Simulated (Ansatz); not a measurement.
# From the elastic tensor of BN to moduli and sound speeds

Level of theory: Ansatz, DFT PBEsol, scalar-relativistic, plane waves, PAW. Cutoff 420 eV, 12×12×12 k-points (Γ-centred), fixed occupations. No spin polarisation.

Symmetry: F-43m, No. 216, cubic system. The conventional cell has a = 3.606 Å, b = 3.606 Å, c = 3.606 Å, α = 90.00°, β = 90.00°, γ = 90.00°. B (site symmetry -43m) is surrounded by 4 N at 1.56 Å. Around N (site symmetry -43m) lie 4 B at 1.56 Å.

Relaxed-ion constants (GPa, on the Cartesian axes of the calculation):
C11 = 791.9, C12 = 181.9, C13 = 181.9, C22 = 791.9, C23 = 181.9, C33 = 791.9, C44 = 455.7, C55 = 455.7, C66 = 455.7 GPa; the others vanish.

Density 3.516 g/cm³; 2 atoms in 11.72 Å³.

The values that follow are for a polycrystal of randomly turned grains, by Hill's mean where one number stands.

```json
{"Bulk modulus, Voigt / Reuss / Hill": "385.2 / 385.2 / 385.2 GPa", "Shear modulus, Voigt / Reuss / Hill": "395.4 / 380.5 / 388.0 GPa", "Young's modulus": "871 GPa", "Poisson ratio": "0.123", "Pugh ratio B/G": "0.99", "Universal anisotropy index": "0.20", "Longitudinal and transverse sound speeds": "16021 and 10504 m/s", "Debye temperature from the mean sound speed": "1900 K"}
```

Cost: 1 run of about 0.69 core-minutes, on Arm Neoverse V1 (shared hosts).

Zinc-blende BN resists shear about as strongly as it resists compression, with a Hill shear modulus of 388.0 GPa against a bulk modulus of 385.2 GPa. This reflects its short, partly polar sp³ bonds: shear must bend the tetrahedral bond angles, which directional covalent bonding strongly opposes. C44 well above C12 and the low Poisson ratio fit the same picture, since purely central forces would tend to make those two constants equal.

The crystal is still not elastically isotropic. C44 exceeds half the difference between C11 and C12, so Young's modulus is largest along ⟨111⟩, the bond direction, and smallest along ⟨100⟩. Random grain orientation averages this out, and the narrow gap between the Voigt and Reuss shear moduli leaves the polycrystal value well bounded. The high sound speeds and Debye temperature follow from stiff bonds combined with light atoms.

The low Pugh ratio suggests brittle behaviour, but hardness and fracture strength also depend on large strains, dislocations and cleavage, which linear elastic constants do not describe.
